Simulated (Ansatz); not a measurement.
# CdS: pressure against volume per atom

Periodic Kohn-Sham DFT of a crystal at fixed atoms; pressure and stress are positive in compression; the energy is the free energy less that of spherical unpolarised free atoms; site moments are those in the method's own spheres, positive along +z. The results are calculated, by Ansatz 0.2.0.

Cell of the first row (space group P6_3mc, No. 186):
```
CdS
1.0
      4.0504     0.0000     0.0000
     -2.0252     3.5077     0.0000
      0.0000     0.0000     6.6112
Cd S
2 2
Direct
  0.33333 0.66667 0.00000
  0.66667 0.33333 0.50000
  0.33333 0.66667 0.38500
  0.66667 0.33333 0.88500
```

Settings of every row: method all-electron PAW; functional PBEsol; relativity scalar; k mesh 7x7x4; filling fermi-dirac; smearing width 0.01 eV; nucleus gaussian.

Atom start moment: 0 on all atoms.

```csv
row,volume per atom (Å³),pressure (GPa)
1,23.483,3.649
2,23.982,2.094
3,24.482,0.706
4,24.732,0.068
5,24.982,-0.535
6,25.231,-1.104
7,25.481,?
8,25.981,-2.632
9,26.48,-3.515
```

Question: what pressure should row 7 give?

Worked fit of pressure. Take u = (V_r/V)^(2/3) − 1 with V_r = 24.857 Å³ an atom, which is twice the finite (Eulerian) strain; such expansions in the strain, on which the Birch-Murnaghan equation of state is built, carry the rest volume and the bulk modulus. The shown rows have u = 0.03864, 0.02418, 0.01019, 0.00337, -0.00334, -0.00991, -0.02905, -0.04129. Least squares give pressure = −0.2384 + 89.896 × u + 266.39 × u² + 273 × u³ GPa; a parabola predicts inner rows, each left out in turn, worse (root mean square 0.0041 against 0.00098 GPa). The rows lie off it by 0.000, -0.001, 0.000, 0.000, 0.001, -0.001, 0.000, 0.000. The pressure vanishes at u = 0.0026, or V = 24.76 Å³ an atom, and there the bulk modulus at fixed shape and fractions is B = −V dP/dV = (2/3)(1 + u) dP/du = 61 GPa. Letting shape and atoms relax would as a rule lower it, by much in layered, chain or molecular crystals. The withheld row has u = -0.01639, so the fit gives −0.2384 + 89.896 × (-0.01639) + 266.39 × (-0.01639)² + 273 × (-0.01639)³ = -1.641 GPa.

The calculation gave -1.642 GPa. The fit lies 0.001 GPa (0.014 % of the column's range) above it, one unit of the last digit.
